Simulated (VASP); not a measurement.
A run of VASP 6.6.1 is set up as follows.

Contents of INCAR:

```
SYSTEM = Se
ALGO     = Normal         ! electronic algorithm
EDIFF    = 1E-7           ! SCF threshold, eV
EDIFFG   = -0.002         ! ionic threshold
ENCUT    = 520            ! plane-wave cutoff, eV
GGA      = PS             ! functional
IBRION   = 2              ! ionic algorithm
ISIF     = 3              ! what is computed and relaxed
ISMEAR   = 0              ! smearing method
LASPH    = .TRUE.         ! aspherical terms in the spheres
LCHARG   = .FALSE.        ! write CHGCAR
LREAL    = .FALSE.        ! projectors in reciprocal space
LWAVE    = .FALSE.        ! write WAVECAR
NELM     = 80             ! most SCF steps
NSW      = 80             ! ionic steps
PREC     = Accurate       ! precision mode
PSTRESS  = 1250.0       
SIGMA    = 0.1            ! smearing width, eV
```

File KPOINTS:

```
k-points
0
G
  30 30 30
  0 0 0
```

File POSCAR:

```
Se
1.0
    1.9250000000      1.1113992700      0.8816666700
   -1.9250000000      1.1113992700      0.8816666700
    0.0000000000     -2.2227985400      0.8816666700
Se
1
Direct
    0.0000000000      0.0000000000      0.0000000000
```

Potentials or basis: VASP PAW PBE potentials, release 64 (Se).

Run with:

```bash
$ cat potpaw_PBE.64/Se/POTCAR > POTCAR
$ mpirun -np 1 vasp_std > vasp.out
```

Predict the space group after relaxing (to 0.05 Å).

Im-3m (No. 229).

Estimate the relaxed cell.

a = 2.485 Å, b = 2.485 Å, c = 2.485 Å, α = 109.47°, β = 109.47°, γ = 109.47°.

Step by step:
```tsv
step	energy change (eV)	largest force (eV/Å)	pressure (GPa)	volume (Å³)
1	0.0000	0.0000	152.26	11.32
2	-1.8738	0.0000	42.67	14.77
3	-0.5265	0.0000	122.02	11.93
4	-0.4777	0.0000	124.83	11.87
5	-0.4689	0.0000	125.33	11.86
6	-0.4660	0.0000	125.32	11.86
7	-0.4563	0.0000	125.46	11.84
8	-0.4317	0.0000	126.34	11.81
9	-0.3613	0.0000	129.89	11.71
10	-0.3988	0.0000	127.79	11.76
11	-0.3818	0.0000	128.71	11.74
12	-0.3720	0.0000	129.27	11.73
13	-0.3757	0.0000	129.06	11.73
14	-0.3865	0.0000	128.43	11.74
15	-0.4073	0.0000	127.24	11.77
16	-0.3976	0.0000	127.80	11.76
17	-0.4025	0.0000	127.52	11.77
18	-0.4170	0.0000	126.68	11.78
19	-0.4457	0.0000	125.02	11.82
```

Caveat: the cell is relaxed towards a set pressure, so the enthalpy falls and the energy may rise; the PAW data sets were made with another functional, which shifts forces and pressure a little. Zero-point motion and thermal expansion aren't in these numbers.
